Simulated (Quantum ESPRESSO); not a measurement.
# BN (F-43m): zone-centre phonons

Which modes does BN (F-43m) have at the zone centre?

Main program and level: Quantum ESPRESSO 7.5; DFT LDA, scalar-relativistic, plane waves, PseudoDojo norm-conserving pseudopotentials.

### Step 1. The structure

It takes space group F-43m (No. 216, cubic). Conventional cell: a = 3.626 Å, b = 3.626 Å, c = 3.626 Å, α = 90.00°, β = 90.00°, γ = 90.00°. Nearest to B lie 4 N at 1.57 Å. Nearest to N lie 4 B at 1.57 Å. Farther neighbours and most contacts between anions are not listed.

### Step 2. A probe with smearing

Before anything dear is run, a loose run with smearing shows whether this is a metal and how far the cell is from rest.

probe.in reads:

```
&control
   calculation = 'scf'
   prefix = 'x'
   outdir = './tmp'
   pseudo_dir = './pseudo'
   tprnfor = .true.
   tstress = .true.
   verbosity = 'high'
/
&system
   ibrav = 0
   nat = 2
   ntyp = 2
   ecutwfc = 84.0
   occupations = 'smearing'
   smearing = 'gaussian'
   degauss = 0.01
/
&electrons
   conv_thr = 1.0d-07
   mixing_beta = 0.7
   electron_maxstep = 100
/
ATOMIC_SPECIES
 B      10.8100  B.upf
 N      14.0070  N.upf
CELL_PARAMETERS angstrom
     0.000000000    1.813001000    1.813001000
     1.813001000    0.000000000    1.813001000
     1.813001000    1.813001000    0.000000000
ATOMIC_POSITIONS crystal
 B      0.000000000   0.000000000   0.000000000
 N      0.750000000   0.750000000   0.750000000
K_POINTS automatic
 8 8 8 0 0 0
```

Started as:

```
OMP_NUM_THREADS=1 mpirun -n 4 pw.x -nk 4 -in probe.in > probe.out
```

What it wrote:

```text
[banners, grids, parts of the stress and lines that vanish by symmetry left out]
Program PWSCF v.7.5
     Message from routine setup:
     using ibrav=0 with symmetry is DISCOURAGED, use correct ibrav instead
[...]
kinetic-energy cutoff     =      84.0000  Ry
     charge density cutoff     =     336.0000  Ry
     scf convergence threshold =      1.0E-07
[...]
Exchange-correlation= SLA  PW   NOGX NOGC
                           (   1   4   0   0   0   0   0)
[...]
24 Sym. Ops. (no inversion) found
[...]
(     0          1          0      )
                  (     0          0          1      )
[...]
( -0.0000000  1.0000000  0.0000000 )
                  ( -0.0000000  0.0000000  1.0000000 )
[...]
(     1          0         -1      )
                  (     0          0         -1      )
[...]
(  0.0000000  1.0000000 -0.0000000 )
[...]
(     1         -1          0      )
                  (     0         -1          0      )
[...]
(  0.0000000 -0.0000000  1.0000000 )
                  (  0.0000000 -1.0000000  0.0000000 )
[...]
number of k points=    29  Gaussian smearing, width (Ry)=  0.0100
[...]
End of self-consistent calculation
[...]
the Fermi energy is    14.5874 ev
!    total energy              =     -26.85054111 Ry
[...]
convergence has been achieved in   6 iterations
[...]
atom    1 type  1   force =     0.00000000    0.00000000   -0.00000000
     atom    2 type  2   force =     0.00000000    0.00000000    0.00000000
[...]
Total force =     0.000000     Total SCF correction =     0.000000
[...]
total   stress  (Ry/bohr**3)                   (kbar)     P=     -139.20
[...]
XML data file, charge density, pseudopotentials, collected wavefunctions

   JOB DONE.
```

It took 8.4 s on 4 MPI ranks of Intel Xeon at 2.50GHz (Skylake/Cascade Lake), shared host.

Numbers from this step:

```yaml
volume_per_atom: 5.959 Å³
pressure: -13.92 GPa
gap_on_the_k_mesh: 4.406 eV
```

A gap of 4.4 eV opens on this mesh, so the crystal is taken as an insulator; the start stands at -14 GPa.

### Step 3. Relaxation

The relaxation runs at a cutoff a fifth above that of the response, since stress converges more slowly with the basis than frequencies do. Forces and stress are brought to rest with tight thresholds.

relax.in reads:

```
&control
   calculation = 'vc-relax'
   prefix = 'x'
   outdir = './tmp'
   pseudo_dir = './pseudo'
   tprnfor = .true.
   tstress = .true.
   forc_conv_thr = 2.0d-05
   etot_conv_thr = 1.0d-07
   nstep = 40
/
&system
   ibrav = 0
   nat = 2
   ntyp = 2
   ecutwfc = 101
   occupations = 'fixed'
   nbnd = 6
/
&electrons
   conv_thr = 1.0d-11
   mixing_beta = 0.7
   electron_maxstep = 100
/
&ions
/
&cell
   press_conv_thr = 0.2
/
ATOMIC_SPECIES
 B      10.8100  B.upf
 N      14.0070  N.upf
CELL_PARAMETERS angstrom
     0.000000000    1.813001000    1.813001000
     1.813001000    0.000000000    1.813001000
     1.813001000    1.813001000    0.000000000
ATOMIC_POSITIONS crystal
 B      0.000000000   0.000000000   0.000000000
 N      0.750000000   0.750000000   0.750000000
K_POINTS automatic
 10 10 10 0 0 0
```

Started as:

```
OMP_NUM_THREADS=1 mpirun -n 4 pw.x -nk 4 -in relax.in > relax.out
```

What it wrote:

```text
[banners, grids, parts of the stress and lines that vanish by symmetry left out]
[banner, memory and clock lines left out]
Program PWSCF v.7.5

[...]
kinetic-energy cutoff     =     101.0000  Ry
     charge density cutoff     =     404.0000  Ry
     scf convergence threshold =      1.0E-11
[...]
energy convergence thresh.=      1.0E-07
     force convergence thresh. =      2.0E-05
     press convergence thresh. =      2.0E-01
     Exchange-correlation= SLA  PW   NOGX NOGC
                           (   1   4   0   0   0   0   0)
[...]
24 Sym. Ops. (no inversion) found
[...]
number of k points=    47
[...]
End of self-consistent calculation
[...]
highest occupied, lowest unoccupied level (ev):    10.7637   15.1703
!    total energy              =     -26.85057789 Ry
[...]
convergence has been achieved in  13 iterations
[...]
atom    1 type  1   force =     0.00000000    0.00000000    0.00000000
     atom    2 type  2   force =     0.00000000    0.00000000    0.00000000
     Total force =     0.000000     Total SCF correction =     0.000000
[...]
total   stress  (Ry/bohr**3)                   (kbar)     P=     -138.95
[...]
number of bfgs steps    =   0
[...]
CELL_PARAMETERS (angstrom)
[...]
ATOMIC_POSITIONS (crystal)
B                0.0000000000        0.0000000000        0.0000000000
N                0.7500000000        0.7500000000        0.7500000000
[...]
New effective cutoffs (rho, wfc):  423.35  105.94
[...]
c_bands:  1 eigenvalues not converged
[...]
End of self-consistent calculation
[...]
highest occupied, lowest unoccupied level (ev):    11.9342   16.4377
!    total energy              =     -26.85071622 Ry
[...]
convergence has been achieved in  10 iterations
[...]
atom    1 type  1   force =    -0.00000000   -0.00000000    0.00000000
     atom    2 type  2   force =    -0.00000000    0.00000000    0.00000000
     Total force =     0.000000     Total SCF correction =     0.000000
[...]
total   stress  (Ry/bohr**3)                   (kbar)     P=      147.48
[...]
number of bfgs steps    =   1
[...]
CELL_PARAMETERS (angstrom)
[...]
ATOMIC_POSITIONS (crystal)
B                0.0000000000        0.0000000000       -0.0000000000
N                0.7500000000        0.7500000000        0.7500000000
[...]
ATOMIC_POSITIONS (crystal)
[...]
New effective cutoffs (rho, wfc):  413.69  103.52
[...]
End of self-consistent calculation
[...]
highest occupied, lowest unoccupied level (ev):    11.3595   15.8166
!    total energy              =     -26.85200203 Ry
[...]
convergence has been achieved in   6 iterations
[...]
atom    1 type  1   force =    -0.00000000    0.00000000   -0.00000000
     atom    2 type  2   force =     0.00000000    0.00000000    0.00000000
     Total force =     0.000000     Total SCF correction =     0.000000
[...]
total   stress  (Ry/bohr**3)                   (kbar)     P=       -0.30
[...]
number of bfgs steps    =   3
[...]
small trust_radius: resetting bfgs history
[...]
CELL_PARAMETERS (angstrom)
[...]
ATOMIC_POSITIONS (crystal)
[...]
New effective cutoffs (rho, wfc):  413.73  103.54
[...]
End of self-consistent calculation
[...]
highest occupied, lowest unoccupied level (ev):    11.3620   15.8193
!    total energy              =     -26.85200203 Ry
[...]
convergence has been achieved in   6 iterations
[...]
atom    1 type  1   force =    -0.00000000   -0.00000000   -0.00000000
     atom    2 type  2   force =     0.00000000   -0.00000000   -0.00000000
     Total force =     0.000000     Total SCF correction =     0.000000
[...]
total   stress  (Ry/bohr**3)                   (kbar)     P=        0.31
[...]
number of bfgs steps    =   4
[...]
resetting bfgs history
     Message from routine bfgs:
[...]
CELL_PARAMETERS (angstrom)
[...]
ATOMIC_POSITIONS (crystal)
[...]
New effective cutoffs (rho, wfc):  413.73  103.54
[...]
End of self-consistent calculation
[...]
highest occupied, lowest unoccupied level (ev):    11.3620   15.8193
!    total energy              =     -26.85200203 Ry
[...]
convergence has been achieved in   1 iterations
[...]
atom    1 type  1   force =    -0.00000000   -0.00000000    0.00000000
     atom    2 type  2   force =    -0.00000000    0.00000000   -0.00000000
     Total force =     0.000000     Total SCF correction =     0.000000
[...]
total   stress  (Ry/bohr**3)                   (kbar)     P=        0.32
[...]
Message from routine bfgs:
[...]
bfgs failed after   6 scf cycles and   4 bfgs steps, convergence not achieved
[...]
End of BFGS Geometry Optimization
     Final enthalpy           =     -26.8520020334 Ry
     File ./tmp/x.bfgs deleted, as requested
[...]
CELL_PARAMETERS (angstrom)
[...]
ATOMIC_POSITIONS (crystal)
B               -0.0000000000       -0.0000000000        0.0000000000
N                0.7500000000        0.7500000000        0.7500000000
[...]
XML data file, charge density, pseudopotentials, collected wavefunctions
```

Elapsed: 70 s, on 4 MPI ranks.

The run stopped without converging: the BFGS search stopped short of its thresholds.

Forces and stress had fallen to the noise beside the minimum, so the last cell was taken on.

Over 6 steps the volume went from 5.959 to 5.742 Å³ an atom and the energy fell by 9.69 meV an atom.

### Step 4. Self-consistent run for the response

Perturbation theory inherits every error of the wavefunctions, so the threshold is set near the limit of the arithmetic. With a gap, occupations are fixed, which also allows the response to an electric field.

scf.in reads:

```
&control
   calculation = 'scf'
   prefix = 'x'
   outdir = './tmp'
   pseudo_dir = './pseudo'
   tprnfor = .true.
   tstress = .true.
/
&system
   ibrav = 0
   nat = 2
   ntyp = 2
   ecutwfc = 84.0
   occupations = 'fixed'
   nbnd = 6
/
&electrons
   conv_thr = 1.0d-12
   mixing_beta = 0.7
   electron_maxstep = 100
/
ATOMIC_SPECIES
 B      10.8100  B.upf
 N      14.0070  N.upf
CELL_PARAMETERS angstrom
     0.000000000    1.790664542    1.790664542
     1.790664542    0.000000000    1.790664542
     1.790664542    1.790664542    0.000000000
ATOMIC_POSITIONS crystal
 B      0.000000000   0.000000000   0.000000000
 N      0.750000000   0.750000000   0.750000000
K_POINTS automatic
 10 10 10 0 0 0
```

Started as:

```
OMP_NUM_THREADS=1 mpirun -n 4 pw.x -nk 4 -in scf.in > scf.out
```

What it wrote:

```text
[banners, grids, parts of the stress and lines that vanish by symmetry left out]
[banner, memory and clock lines left out]
Program PWSCF v.7.5

[...]
kinetic-energy cutoff     =      84.0000  Ry
     charge density cutoff     =     336.0000  Ry
     scf convergence threshold =      1.0E-12
[...]
Exchange-correlation= SLA  PW   NOGX NOGC
                           (   1   4   0   0   0   0   0)
[...]
24 Sym. Ops. (no inversion) found
[...]
number of k points=    47
[...]
c_bands:  1 eigenvalues not converged
[...]
End of self-consistent calculation
[...]
highest occupied, lowest unoccupied level (ev):    11.3621   15.8193
!    total energy              =     -26.85197859 Ry
[...]
convergence has been achieved in  15 iterations
[...]
atom    1 type  1   force =     0.00000000    0.00000000    0.00000000
     atom    2 type  2   force =     0.00000000    0.00000000    0.00000000
     Total force =     0.000000     Total SCF correction =     0.000000
[...]
total   stress  (Ry/bohr**3)                   (kbar)     P=        0.26
[...]
XML data file, charge density, pseudopotentials, collected wavefunctions
```

Wall time 22 s (4 MPI ranks).

This step gave:

- volume per atom: 5.742 Å³
- pressure: 0.02600 GPa
- gap on the k-mesh: 4.457 eV

The cell stands at 0.026 GPa, close enough for phonons.

(Part 1 of 2 ends here.)

[Host names and launcher messages were left out of these logs when they were recorded.]

[Logs are printed without paths, hosts, clocks, repeated set-up lines and the standing remarks that a program may print on its own settings, such as how far it seeks lower states.]

[Hosts, paths, dates, database ids (printed as entryN), source tags and the programs' standing remarks are cut or masked in the printed files.]
